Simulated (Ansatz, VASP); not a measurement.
**Two plane-wave programs on TiB2**

```
Ti B
1.0
     2.99472    0.00000    0.00000
    -1.49736    2.59350    0.00000
     0.00000    0.00000    3.15670
Ti B
1 2
Direct
  0.00000 0.00000 0.00000
  0.33333 0.66667 0.50000
  0.66667 0.33333 0.50000
```

Alike in both runs: functional LDA; k mesh 9 × 9 × 6; occupations gaussian, width 0.1 eV; no spin polarisation.

Ansatz relaxed the structure, and its values are those at the end. VASP's run is a single point on that final structure, the one shown.

|  | VASP | Ansatz |
| --- | --- | --- |
| version | VASP 6.6.1 | Ansatz 0.2.0 |
| potentials or method | VASP PAW LDA potentials, release 64 (Ti_sv, B) | scalar-relativistic, plane waves, PAW |
| plane-wave cutoff (eV) | 520 | 600 |
| valence electrons in the cell | 18 | 18 |

Ansatz gave:

| Property | Result |
| --- | --- |
| gap on the k mesh at the Fermi level (eV) | none |
| pressure (GPa) | 0.0 |

Problem. Estimate VASP's values.

Solution. gap on the k mesh at the Fermi level (eV): none; pressure (GPa): 0.7.

A gap of «none» marks a metal or a gap that the smearing closes. Ansatz warned: «pseudo_functional_mismatch».
